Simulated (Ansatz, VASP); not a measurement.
## ZnS (Sphalerite) in two plane-wave programs

Aim: how closely do two programs agree when they are given the same cell, functional and k mesh? The cell is taken from a series of VASP runs on this material, whose earlier steps may have relaxed, scaled or displaced it; both programs get it as it stands.

Calculated with Ansatz 0.2.0; plane waves, with VASP 6.6.1 beside it; band structure at HSE06.

## 1. Set-up

Symmetry: F-43m, No. 216, cubic system. Conventional cell: a = 5.401 Å, b = 5.401 Å, c = 5.401 Å, α = 90.00°, β = 90.00°, γ = 90.00°. Nearest to Zn lie 4 S at 2.34 Å. Nearest to S lie 4 Zn at 2.34 Å. Farther neighbours and most contacts between anions are not listed.

## 2. VASP: band structure, HSE06

The same path points are solved in both programs, so levels can be compared one by one.

Lines of VASP's logs that name or quote its potential files are left out, and so is its time.

The run reads the wave functions of an earlier VASP run, which isn't shown here.

INCAR

```
SYSTEM = ZnS
PREC = Accurate
ENCUT = 400
EDIFF = 1E-06
NELM = 100
ISMEAR = 0
SIGMA = 0.05
LREAL = .FALSE.
ALGO = Normal
LHFCALC = .TRUE.
AEXX = 0.25
GGA = PE
HFSCREEN = 0.2
LASPH = .TRUE.
NBANDS = 15
PRECFOCK = Fast
LORBIT = 11
LWAVE = .FALSE.
LCHARG = .FALSE.
KPAR = 2
```

POSCAR

```
ZnS
1.0
    0.0000000000      2.7002998892      2.7002998892
    2.7002998892      0.0000000000      2.7002998892
    2.7002998892      2.7002998892      0.0000000000
Zn S
1 1
Direct
    0.0000000000      0.0000000000      0.0000000000
    0.2500000000      0.2500000000      0.2500000000
```

KPOINTS

```
Automatic mesh
0
Gamma
5 5 5
0 0 0
```

KPOINTS_OPT

```
Line mode
6
Line-mode
Reciprocal
  0.00000000   0.00000000   0.00000000 GAMMA
  0.50000000   0.00000000   0.50000000 X

  0.50000000   0.00000000   0.50000000 X
  0.50000000   0.25000000   0.75000000 W

  0.50000000   0.25000000   0.75000000 W
  0.37500000   0.37500000   0.75000000 K

  0.37500000   0.37500000   0.75000000 K
  0.00000000   0.00000000   0.00000000 GAMMA

  0.00000000   0.00000000   0.00000000 GAMMA
  0.50000000   0.50000000   0.50000000 L

  0.50000000   0.50000000   0.50000000 L
  0.62500000   0.25000000   0.62500000 U

  0.62500000   0.25000000   0.62500000 U
  0.50000000   0.25000000   0.75000000 W

  0.50000000   0.25000000   0.75000000 W
  0.50000000   0.50000000   0.50000000 L

  0.50000000   0.50000000   0.50000000 L
  0.37500000   0.37500000   0.75000000 K

  0.62500000   0.25000000   0.62500000 U
  0.50000000   0.00000000   0.50000000 X
```

Potentials, in the order of the species: Zn and S (PBE family, release 64).

On the command line:

```
mpirun -np 2 vasp_std
```

Numbers of over 12 decimals in the logs are rounded to 6 here.

Output:

```text
[banner, memory and clock lines left out]
running    2 mpi-ranks, on    1 nodes
 distrk:  each k-point on    1 cores,    2 groups
 distr:  one band on    1 cores,    1 groups

 POSCAR found type information on POSCAR ZnS
 POSCAR found :  2 types and       2 ions
 LDA part: xc-table for (Slater+PW92), standard interpolation
 found WAVECAR, reading the header
 POSCAR, INCAR and KPOINTS ok, starting setup
 FFT: planning ... GRIDC
 FFT: planning ... GRID_SOFT
 FFT: planning ... GRID
 reading WAVECAR
 the WAVECAR file was read successfully
 initial charge from wavefunction
 entering main loop
       N       E                     dE             d eps       ncg     rms          rms(c)
DAV:   1    -0.842085559405E+01   -0.84209E+01   -0.72425E-01   377   0.300E+01    0.209E+00
DAV:   2    -0.838319724877E+01    0.37658E-01   -0.23096E-01   356   0.103E+01    0.109E+00
DAV:   3    -0.838213645928E+01    0.10608E-02   -0.25074E-02   377   0.268E+00    0.839E-01
DAV:   4    -0.838194270960E+01    0.19375E-03   -0.27683E-03   321   0.608E-01    0.546E-01
DAV:   5    -0.838193201907E+01    0.10691E-04   -0.39265E-04   409   0.171E-01    0.348E-01
DAV:   6    -0.838192083903E+01    0.11180E-04   -0.38906E-05   321   0.630E-02    0.206E-01
DAV:   7    -0.838191278889E+01    0.80501E-05   -0.49597E-06   314   0.190E-02    0.112E-01
DAV:   8    -0.838191001960E+01    0.27693E-05   -0.25174E-06   321   0.109E-02    0.583E-02
DAV:   9    -0.838190909227E+01    0.92733E-06   -0.68510E-07   241   0.650E-03
   1 F= -.83819091E+01 E0= -.83819091E+01  d E =-.120078E-13
 Start KPOINTS_OPT (optional k-point list driver)
k-point batch [1-10\60]
       N       E                     dE             ncg
DAV:   1     0.142479380999E+03   -0.38420E+04      300
DAV:   2    -0.844828761934E+03   -0.98731E+03      342
DAV:   3    -0.911873232542E+03   -0.67044E+02      349
DAV:   4    -0.913002703213E+03   -0.11295E+01      412
DAV:   5    -0.913015107626E+03   -0.12404E-01      412
DAV:   6    -0.913015300218E+03   -0.19259E-03      412
DAV:   7    -0.913015304427E+03   -0.42090E-05      398
DAV:   8    -0.913015304522E+03   -0.94886E-07      311
[...]
k-point batch [51-60\60]
       N       E                     dE             ncg
DAV:   1     0.745009154597E+02   -0.59702E+04      300
DAV:   2    -0.891115109616E+03   -0.96562E+03      342
DAV:   3    -0.950911604536E+03   -0.59796E+02      363
DAV:   4    -0.951886819359E+03   -0.97521E+00      391
DAV:   5    -0.951898551443E+03   -0.11732E-01      398
DAV:   6    -0.951898739508E+03   -0.18806E-03      391
DAV:   7    -0.951898743501E+03   -0.39931E-05      384
DAV:   8    -0.951898743588E+03   -0.86821E-07      297
```

Parts of OUTCAR (step 2):

```text
ion  position               nearest neighbor table
   1  0.000  0.000  0.000-   2 2.34   2 2.34   2 2.34   2 2.34
   2  0.250  0.250  0.250-   1 2.34   1 2.34   1 2.34   1 2.34

  LATTYP: Found a face centered cubic cell.
 ALAT       =     5.4005997784

 Subroutine GETGRP returns: Found 24 space group operations
 (whereof 24 operations were pure point group operations)

The static configuration has the point symmetry T_d .

 Found     10 irreducible k-points:

   k-points           NKPTS =     10   k-points in BZ     NKDIM =    125   number of bands    NBANDS=     15

   dimension x,y,z NGX =    28 NGY =   28 NGZ =   28
   dimension x,y,z NGXF=    56 NGYF=   56 NGZF=   56

   ENCUT  =  400.0 eV  29.40 Ry    5.42 a.u.   6.23  6.23  6.23*2*pi/ulx,y,z

   NELECT =      18.0000    total number of electrons

 k-points in reciprocal lattice and weights: Automatic mesh
   0.00000000  0.00000000  0.00000000       0.008
   0.20000000  0.00000000  0.00000000       0.064
   0.40000000  0.00000000  0.00000000       0.064
   0.20000000  0.20000000  0.00000000       0.048
   0.40000000  0.20000000  0.00000000       0.192
  -0.40000000  0.20000000  0.00000000       0.192
  -0.20000000  0.20000000  0.00000000       0.096
   0.40000000  0.40000000  0.00000000       0.048
  -0.40000000  0.40000000  0.00000000       0.096
  -0.40000000  0.40000000  0.20000000       0.192

  exchange ACFDT corr.  =         0.00000000  see jH, gK, PRB 81, 115126

 average (electrostatic) potential at core
       1 -28.6721       2 -84.9255

 E-fermi :   1.6400

 k-point     1 :       0.0000    0.0000    0.0000
  band No.  band energies     occupation
    ...
      5      -6.0193      2.00000
      6      -6.0193      2.00000
      7       1.3912      2.00000
      8       1.3912      2.00000
      9       1.3912      2.00000
     10       4.7481      0.00000
     11       9.0917      0.00000
     12       9.0917      0.00000
     13       9.0917      0.00000
     14      14.6106      0.00000
    ...

 k-point     2 :       0.2000    0.0000    0.0000
  band No.  band energies     occupation
    ...
      5      -6.0206      2.00000
      6      -6.0206      2.00000
      7      -0.8949      2.00000
      8       1.0392      2.00000
      9       1.0392      2.00000
     10       6.0415      0.00000
     11       9.2321      0.00000
     12       9.6362      0.00000
     13       9.6362      0.00000
     14      13.6604      0.00000
    ...

 k-point     3 :       0.4000    0.0000    0.0000
  band No.  band energies     occupation
    ...
      5      -6.0011      2.00000
      6      -6.0010      2.00000
      7      -3.6520      2.00000
      8       0.5498      2.00000
      9       0.5498      2.00000
     10       6.0190      0.00000
     11       9.6619      0.00000
     12       9.6619      0.00000
     13      11.2590      0.00000
     14      14.6952      0.00000
    ...

  energy-cutoff  :      400.00
  volume of cell :       39.38
      direct lattice vectors                 reciprocal lattice vectors
     0.000000000  2.700299889  2.700299889    -0.185164619  0.185164619  0.185164619
     2.700299889  0.000000000  2.700299889     0.185164619 -0.185164619  0.185164619
     2.700299889  2.700299889  0.000000000     0.185164619  0.185164619 -0.185164619

 POSITION                                       TOTAL-FORCE (eV/Angst)
 -----------------------------------------------------------------------------------
      0.00000      0.00000      0.00000         0.000000      0.000000      0.000000
      1.35015      1.35015      1.35015        -0.000000     -0.000000     -0.000000
 -----------------------------------------------------------------------------------
    total drift:                               -0.000247     -0.000175     -0.000129

  FREE ENERGIE OF THE ION-ELECTRON SYSTEM (eV)
  ---------------------------------------------------
  free  energy   TOTEN  =        -8.3819090923 eV

  energy  without entropy=       -8.3819090923  energy(sigma->0) =       -8.38190909

 total charge
# of ion       s       p       d       tot
------------------------------------------
    1        0.486   0.473   9.837  10.796
    2        1.306   2.471   0.000   3.777
--------------------------------------------------
tot          1.792   2.944   9.837  14.573

[... 3 further parts left out ...]
```

(Part 1 of 2 ends here.)

[Lines on the potential files, build, host, timing and source positions are cut from VASP's logs without a mark.]

[Logs are printed without paths, hosts, clocks, repeated set-up lines and the standing remarks that a program may print on its own settings, such as how far it seeks lower states.]

[Hosts, paths, dates, database ids (printed as entryN), source tags and the programs' standing remarks are cut or masked in the printed files.]
